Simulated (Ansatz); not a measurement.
BAs at 15 GPa (stress–strain coefficients): relaxed-ion elastic tensor

These are results of Ansatz, DFT PBEsol, scalar-relativistic, plane waves, PAW, not measurements. Cutoff 420 eV, 10×10×10 k-points (Γ-centred), fixed occupations. No spin polarisation.

The cell, relaxed at 15 GPa:
```yaml
crystal:
  lattice:
    - [0.00000, 2.31412, 2.31412]
    - [2.31412, 0.00000, 2.31412]
    - [2.31412, 2.31412, 0.00000]
  atoms:
    - { symbol: B, position: [0.00000, 0.00000, 0.00000] }
    - { symbol: As, position: [0.75000, 0.75000, 0.75000] }
```

 The bands were filled as in an insulator; under compression the gap may have closed between mesh points.

(1) Give the relaxed-ion elastic constants (GPa, Voigt order xx yy zz yz xz xy, on the axes of the cell above).

(2) Is the crystal stable against homogeneous strain?

(3) And the moduli of a polycrystal (Hill averages)?

Answers

(1)
```
345.5 124.7 124.7   0.0   0.0   0.0
124.7 345.5 124.7   0.0   0.0   0.0
124.7 124.7 345.5   0.0   0.0   0.0
  0.0   0.0   0.0 174.5   0.0   0.0
  0.0   0.0   0.0   0.0 174.5   0.0
  0.0   0.0   0.0   0.0   0.0 174.5
```

(2) Yes: the least eigenvalue of the tensor is 174.5 GPa.

(3) B = 198 GPa, G = 145 GPa, E = 350 GPa, ν = 0.21.

Cost: 1 run of about 0.57 core-minutes, on Intel Xeon 6975P-C (Granite Rapids) (shared hosts).